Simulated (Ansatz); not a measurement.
BaTiO3 (C222_1) from a database of computed structures at its r2SCAN geometry, run in Ansatz 0.2.0 at 4 levels of theory. (Simulation; no magnetic order is allowed.)

The PBE+SOC input:
```yaml
crystal:
  lattice:
    - [2.8818205812, -4.9568039892, 0.0]
    - [2.8818205812, 4.9568039892, 0.0]
    - [0.0, 0.0, 13.9867121187]
  atoms:
    - { symbol: Ba, position: [0.3488685768, 0.6802955171, 0.40343623] }
    - { symbol: Ba, position: [0.6802955171, 0.3488685768, 0.59656377] }
    - { symbol: Ba, position: [0.6511314232, 0.3197044829, 0.90343623] }
    - { symbol: Ba, position: [0.0008718827, 0.9991281173, 0.25] }
    - { symbol: Ba, position: [0.9991281173, 0.0008718827, 0.75] }
    - { symbol: Ba, position: [0.3197044829, 0.6511314232, 0.09656377] }
    - { symbol: Ti, position: [0.3551029364, 0.6922543019, 0.6539140668] }
    - { symbol: Ti, position: [0.6922543019, 0.3551029364, 0.3460859332] }
    - { symbol: Ti, position: [0.9728817009, 0.9728817009, 0.0] }
    - { symbol: Ti, position: [0.3077456981, 0.6448970636, 0.8460859332] }
    - { symbol: Ti, position: [0.0271182991, 0.0271182991, 0.5] }
    - { symbol: Ti, position: [0.6448970636, 0.3077456981, 0.1539140668] }
    - { symbol: O, position: [0.1640567499, 0.8351785701, 0.9196136769] }
    - { symbol: O, position: [0.8348669968, 0.6705259956, 0.0805833213] }
    - { symbol: O, position: [0.5198657618, 0.0312922327, 0.2467973474] }
    - { symbol: O, position: [0.8354430109, 0.6667569388, 0.4191008521] }
    - { symbol: O, position: [0.8351785701, 0.1640567499, 0.0803863231] }
    - { symbol: O, position: [0.1651330032, 0.3294740044, 0.5805833213] }
    - { symbol: O, position: [0.6667569388, 0.8354430109, 0.5808991479] }
    - { symbol: O, position: [0.9687077673, 0.4801342382, 0.2532026526] }
    - { symbol: O, position: [0.4791567343, 0.5208432657, 0.75] }
    - { symbol: O, position: [0.1648214299, 0.8359432501, 0.5803863231] }
    - { symbol: O, position: [0.3332430612, 0.1645569891, 0.0808991479] }
    - { symbol: O, position: [0.5208432657, 0.4791567343, 0.25] }
    - { symbol: O, position: [0.6705259956, 0.8348669968, 0.9194166787] }
    - { symbol: O, position: [0.8359432501, 0.1648214299, 0.4196136769] }
    - { symbol: O, position: [0.3294740044, 0.1651330032, 0.4194166787] }
    - { symbol: O, position: [0.4801342382, 0.9687077673, 0.7467973474] }
    - { symbol: O, position: [0.0312922327, 0.5198657618, 0.7532026526] }
    - { symbol: O, position: [0.1645569891, 0.3332430612, 0.9191008521] }
kpoints:
  mp_grid: { grid: [6, 6, 2] }
  band_path:
    path:
      - [0.0, 0.0, 0.0]
      - [-0.5, 0.5, 0.0]
      - [-0.3345026629, 0.6654973371, 0.0]
      - [0.3345026629, 0.3345026629, 0.0]
      - [0.0, 0.0, 0.5]
      - [0.3345026629, 0.3345026629, 0.5]
      - [-0.3345026629, 0.6654973371, 0.5]
      - [-0.5, 0.5, 0.5]
      - [0.0, 0.5, 0.0]
    npoints: 1
hamiltonian:
  xc: pbe
scf:
  occupations: { method: fixed }
  n_extra_bands: 22
magnetization:
  noncollinear: true
  spin_orbit: true
output:
  forces: true
  stress: true
  eigenvalues: true
```

Main results, then, where recorded, the levels near the gap in eV from the Fermi energy (columns number the bands from 0), one row a point of the path (Γ, Y, C₀, Σ₀, Z, A₀, E₀, T, S):
```
Crystal: 30 atoms, lattice volume = 399.590 Å³
Symmetry: 4 space group operations + 4 with time reversal
Magnetic group: BNS 20.32 (UNI 130)
```
```
Basis set: ecut = 420 eV, 7851 PW (Γ)
k-points: 26 of 72
SCF 1 converged in 12 iterations: F = -60986.511571 eV  dr2 = 7.62e-8
Free energy (F): -60986.511571 eV
Fermi energy:    9.869497 eV
--- Forces (eV/Å), atoms counted from 1 ---
  atom   1  Ba      0.01176    -0.00029    -0.01439
  atom   2  Ba      0.01176      0.00029      0.01439
  atom   3  Ba    -0.01176      0.00029    -0.01439
  atom   4  Ba      0.00000      0.00526      0.00000
  atom   5  Ba      0.00000    -0.00526      0.00000
  atom   6  Ba    -0.01176    -0.00029      0.01439
  atom   7  Ti    -0.01741      0.00359    -0.01994
  atom   8  Ti    -0.01741    -0.00359      0.01994
  atom   9  Ti      0.02074      0.00000      0.00000
  atom  10  Ti      0.01741      0.00359      0.01994
  atom  11  Ti    -0.02074      0.00000      0.00000
  atom  12  Ti      0.01741    -0.00359    -0.01994
  atom  13  O       0.04171      0.01091      0.00240
  atom  14  O     -0.01849    -0.03265      0.05620
  atom  15  O     -0.23002    -0.14121      0.05180
  atom  16  O       0.04082      0.04466      0.05664
  atom  17  O       0.04171    -0.01091    -0.00240
  atom  18  O       0.01849      0.03265      0.05620
  atom  19  O       0.04082    -0.04466    -0.05664
  atom  20  O       0.23002    -0.14121    -0.05180
  atom  21  O       0.00000    -0.26910      0.00000
  atom  22  O     -0.04171      0.01091    -0.00240
  atom  23  O     -0.04082      0.04466    -0.05664
  atom  24  O       0.00000      0.26910      0.00000
  atom  25  O     -0.01849      0.03265    -0.05620
  atom  26  O     -0.04171    -0.01091      0.00240
  atom  27  O       0.01849    -0.03265    -0.05620
  atom  28  O       0.23002      0.14121      0.05180
  atom  29  O     -0.23002      0.14121    -0.05180
  atom  30  O     -0.04082    -0.04466      0.05664
--- Stress (GPa, compression-positive) ---
        3.114047       0.000000       0.000000
        0.000000       3.123253       0.000000
        0.000000       0.000000       3.227239
  P = ⅓ Tr σ = 3.1548 GPa (31.548 kbar)
```

PBE+SOC gives a direct gap of 2.14 eV at Γ.

Problem. Another run on the same cell gave
```
Basis set: ecut = 500 eV, 10203 PW (Γ)
k-points: 26 of 72
SCF 1 converged in 10 iterations: F = -61102.839660 eV  dr2 = 4.28e-8
Free energy (F): -61102.839660 eV
Fermi energy:    9.554636 eV
--- Forces (eV/Å), atoms counted from 1 ---
  atom   1  Ba      0.00013    -0.00026      0.00005
  atom   2  Ba      0.00013      0.00026    -0.00005
  atom   3  Ba    -0.00013      0.00026      0.00005
  atom   4  Ba      0.00000    -0.00051      0.00000
  atom   5  Ba      0.00000      0.00051      0.00000
  atom   6  Ba    -0.00013    -0.00026    -0.00005
  atom   7  Ti    -0.00058    -0.00058    -0.00008
  atom   8  Ti    -0.00058      0.00058      0.00008
  atom   9  Ti      0.00043      0.00000      0.00000
  atom  10  Ti      0.00058    -0.00058      0.00008
  atom  11  Ti    -0.00043      0.00000      0.00000
  atom  12  Ti      0.00058      0.00058    -0.00008
  atom  13  O       0.00029      0.00037    -0.00009
  atom  14  O     -0.00024    -0.00041      0.00034
  atom  15  O     -0.00024      0.00013      0.00035
  atom  16  O       0.00026     0.00000      0.00026
  atom  17  O       0.00029    -0.00037      0.00009
  atom  18  O       0.00024      0.00041      0.00034
  atom  19  O       0.00026      0.00000    -0.00026
  atom  20  O       0.00024      0.00013    -0.00035
  atom  21  O       0.00000    -0.00016      0.00000
  atom  22  O     -0.00029      0.00037      0.00009
  atom  23  O     -0.00026     0.00000    -0.00026
  atom  24  O       0.00000      0.00016      0.00000
  atom  25  O     -0.00024      0.00041    -0.00034
  atom  26  O     -0.00029    -0.00037    -0.00009
  atom  27  O       0.00024    -0.00041    -0.00034
  atom  28  O       0.00024    -0.00013      0.00035
  atom  29  O     -0.00024    -0.00013    -0.00035
  atom  30  O     -0.00026      0.00000      0.00026
--- Stress (GPa, compression-positive) ---
        0.009223       0.000000       0.000000
        0.000000       0.004627       0.000000
        0.000000       0.000000       0.006015
  P = ⅓ Tr σ = 0.0066 GPa (0.066 kbar)
```
```tsv
band_115	band_116	band_117	band_118	band_119	band_120	band_121	band_122
-0.262	-0.231	-0.168	-0.136	0.000	2.512	2.781	2.814
-0.537	-0.486	-0.460	-0.421	-0.214	2.972	2.985	3.558
-0.740	-0.602	-0.582	-0.365	-0.318	3.323	3.373	3.396
-0.740	-0.602	-0.582	-0.365	-0.318	3.323	3.373	3.396
-0.232	-0.209	-0.209	-0.062	-0.062	2.691	2.691	2.901
-0.695	-0.532	-0.532	-0.437	-0.437	3.378	3.378	3.446
-0.695	-0.532	-0.532	-0.437	-0.437	3.378	3.378	3.446
-0.662	-0.436	-0.436	-0.321	-0.321	2.973	2.973	3.659
-0.528	-0.514	-0.469	-0.321	-0.160	2.881	2.909	3.595
```
Which level of theory gave it?

Solution. It is r2SCAN, on 6×6×2; the blocks that differ from the first input, but for the band path:
```yaml
hamiltonian:
  xc: r2scan
scf:
  occupations: { method: fixed }
  n_extra_bands: 11
```
(magnetization left out)
With r2SCAN the gap is 2.51 eV and direct, at Γ. The mean stress is close to zero (0.01 GPa).

Problem. In the first input these blocks are replaced (the band path and keys that only write files left aside):
```yaml
hamiltonian:
  xc: hse06
scf:
  occupations: { method: fixed }
  n_extra_bands: 11
```
(magnetization left out)
What comes out?

Solution.
```
Basis set: ecut = 420 eV, 7851 PW (Γ)
k-points: 26 of 72
SCF 1 stopped early in 6 iterations: F = -60957.534323 eV  dr2 = 2.17e-4
Exchange kernel: α = 0.2500, screened, ω = 0.2079 Å⁻¹, Wigner–Seitz truncation, v(0) = 1046.9283 eV·Å³, q-mesh 6×6×2
SCF 2 stopped early in 8 iterations: F = -60980.974670 eV  dr2 = 1.74e-5
hybrid outer 1: dexx = +2.306e-1 eV, tail = 5.97e-4 eV
SCF 3 converged in 10 iterations: F = -60980.971565 eV  dr2 = 2.14e-9
hybrid outer 2: dexx = +3.832e-5 eV, tail = 2.49e-7 eV, Δε = 5.56e-3 eV, ΔF = 1.51e-2 eV/Å
SCF 4 converged in 3 iterations: F = -60980.971567 eV  dr2 = 1.86e-9
hybrid outer 3: dexx = +3.768e-8 eV, tail = 5.11e-9 eV, Δε = 1.97e-4 eV, ΔF = 2.93e-4 eV/Å
Free energy (F): -60980.971567 eV
Fermi energy:    8.839040 eV
--- Forces (eV/Å), atoms counted from 1 ---
  atom   1  Ba      0.01916    -0.00056    -0.02800
  atom   2  Ba      0.01916      0.00056      0.02800
  atom   3  Ba    -0.01916      0.00056    -0.02800
  atom   4  Ba      0.00000      0.00875      0.00000
  atom   5  Ba      0.00000    -0.00875      0.00000
  atom   6  Ba    -0.01916    -0.00056      0.02800
  atom   7  Ti      0.10767    -0.00447      0.06175
  atom   8  Ti      0.10767      0.00447    -0.06175
  atom   9  Ti    -0.15108      0.00000      0.00000
  atom  10  Ti    -0.10767    -0.00447    -0.06175
  atom  11  Ti      0.15108      0.00000      0.00000
  atom  12  Ti    -0.10767      0.00447      0.06175
  atom  13  O     -0.02193    -0.00571    -0.00506
  atom  14  O       0.09422      0.06810    -0.10422
  atom  15  O       0.24911      0.15157    -0.08000
  atom  16  O     -0.10338    -0.07180    -0.10168
  atom  17  O     -0.02193      0.00571      0.00506
  atom  18  O     -0.09422    -0.06810    -0.10422
  atom  19  O     -0.10338      0.07180      0.10168
  atom  20  O     -0.24911      0.15157      0.08000
  atom  21  O       0.00000      0.29251      0.00000
  atom  22  O       0.02193    -0.00571      0.00506
  atom  23  O       0.10338    -0.07180      0.10168
  atom  24  O       0.00000    -0.29251      0.00000
  atom  25  O       0.09422    -0.06810      0.10422
  atom  26  O       0.02193      0.00571    -0.00506
  atom  27  O     -0.09422      0.06810      0.10422
  atom  28  O     -0.24911    -0.15157    -0.08000
  atom  29  O       0.24911    -0.15157      0.08000
  atom  30  O       0.10338      0.07180    -0.10168
--- Stress (GPa, compression-positive) ---
       -1.799430       0.000000       0.000000
        0.000000      -1.867863       0.000000
        0.000000       0.000000      -1.822518
  P = ⅓ Tr σ = -1.8299 GPa (-18.299 kbar)
```
```tsv
band_115	band_116	band_117	band_118	band_119	band_120	band_121	band_122
-0.254	-0.215	-0.149	-0.147	0.000	3.603	3.922	3.953
-0.536	-0.503	-0.467	-0.442	-0.211	4.116	4.145	4.754
-0.775	-0.616	-0.596	-0.378	-0.332	4.533	4.573	4.595
-0.775	-0.616	-0.596	-0.378	-0.332	4.533	4.573	4.595
-0.220	-0.198	-0.198	-0.068	-0.068	3.811	3.811	4.039
-0.718	-0.543	-0.543	-0.460	-0.460	4.584	4.584	4.664
-0.718	-0.543	-0.543	-0.460	-0.460	4.584	4.584	4.664
-0.678	-0.443	-0.443	-0.327	-0.327	4.123	4.123	4.880
-0.540	-0.517	-0.489	-0.323	-0.158	4.046	4.055	4.792
```
HSE06 gives a direct gap of 3.60 eV at Γ. The mean pressure at these positions is -1.8 GPa, compression counted positive. The stress of a hybrid is loosely converged here.

Problem. In the first input these blocks are replaced (the band path and keys that only write files left aside):
```yaml
hamiltonian:
  xc: pbe0
scf:
  occupations: { method: fixed }
  n_extra_bands: 11
```
(magnetization left out)
What comes out?

Solution.
```
Basis set: ecut = 420 eV, 7851 PW (Γ)
k-points: 26 of 72
SCF 1 stopped early in 6 iterations: F = -60957.528295 eV  dr2 = 2.16e-4
Exchange kernel: α = 0.2500, full range, Wigner–Seitz truncation, v(0) = 32280.0525 eV·Å³, q-mesh 6×6×2
SCF 2 stopped early in 8 iterations: F = -60977.865665 eV  dr2 = 2.43e-5
hybrid outer 1: dexx = +2.948e-1 eV, tail = 7.37e-4 eV
SCF 3 converged in 8 iterations: F = -60977.864036 eV  dr2 = 9.96e-9
hybrid outer 2: dexx = +8.196e-5 eV, tail = 4.37e-7 eV, Δε = 8.79e-3 eV, ΔF = 1.10e-2 eV/Å
SCF 4 converged in 3 iterations: F = -60977.864042 eV  dr2 = 3.15e-9
hybrid outer 3: dexx = +7.068e-8 eV, tail = 8.44e-9 eV, Δε = 2.16e-4 eV, ΔF = 3.42e-4 eV/Å
Free energy (F): -60977.864042 eV
Fermi energy:    8.445821 eV
--- Forces (eV/Å), atoms counted from 1 ---
  atom   1  Ba      0.01723    -0.00044    -0.02732
  atom   2  Ba      0.01723      0.00044      0.02732
  atom   3  Ba    -0.01723      0.00044    -0.02732
  atom   4  Ba      0.00000      0.00781      0.00000
  atom   5  Ba      0.00000    -0.00781      0.00000
  atom   6  Ba    -0.01723    -0.00044      0.02732
  atom   7  Ti      0.11800    -0.00437      0.05268
  atom   8  Ti      0.11800      0.00437    -0.05268
  atom   9  Ti    -0.16428      0.00000      0.00000
  atom  10  Ti    -0.11800    -0.00437    -0.05268
  atom  11  Ti      0.16428      0.00000      0.00000
  atom  12  Ti    -0.11800      0.00437      0.05268
  atom  13  O     -0.02156    -0.00621    -0.00442
  atom  14  O       0.09974      0.07118    -0.10836
  atom  15  O       0.25113      0.15344    -0.08209
  atom  16  O     -0.10885    -0.07497    -0.10414
  atom  17  O     -0.02156      0.00621      0.00442
  atom  18  O     -0.09974    -0.07118    -0.10836
  atom  19  O     -0.10885      0.07497      0.10414
  atom  20  O     -0.25113      0.15344      0.08209
  atom  21  O       0.00000      0.29328      0.00000
  atom  22  O       0.02156    -0.00621      0.00442
  atom  23  O       0.10885    -0.07497      0.10414
  atom  24  O       0.00000    -0.29328      0.00000
  atom  25  O       0.09974    -0.07118      0.10836
  atom  26  O       0.02156      0.00621    -0.00442
  atom  27  O     -0.09974      0.07118      0.10836
  atom  28  O     -0.25113    -0.15344    -0.08209
  atom  29  O       0.25113    -0.15344      0.08209
  atom  30  O       0.10885      0.07497    -0.10414
--- Stress (GPa, compression-positive) ---
       -1.889260       0.000000       0.000000
        0.000000      -1.953846       0.000000
        0.000000       0.000000      -1.918569
  P = ⅓ Tr σ = -1.9206 GPa (-19.206 kbar)
```
```tsv
band_115	band_116	band_117	band_118	band_119	band_120	band_121	band_122
-0.250	-0.208	-0.146	-0.141	0.000	4.352	4.677	4.709
-0.537	-0.505	-0.466	-0.443	-0.214	4.873	4.903	5.521
-0.780	-0.616	-0.597	-0.380	-0.334	5.298	5.340	5.361
-0.780	-0.616	-0.597	-0.380	-0.334	5.298	5.340	5.361
-0.215	-0.193	-0.193	-0.068	-0.068	4.564	4.564	4.795
-0.720	-0.545	-0.545	-0.465	-0.465	5.351	5.351	5.431
-0.720	-0.545	-0.545	-0.465	-0.465	5.351	5.351	5.431
-0.677	-0.442	-0.442	-0.331	-0.331	4.880	4.880	5.647
-0.542	-0.515	-0.492	-0.321	-0.160	4.802	4.812	5.561
```
PBE0 gives a direct gap of 4.35 eV at Γ. The mean pressure at these positions is -1.9 GPa, compression counted positive. (The program warns that its thresholds are loose for a hybrid's stress.)

Totals of different functionals, or with and without spin-orbit coupling, can't be compared.

Only the levels marked +SOC include spin-orbit coupling.
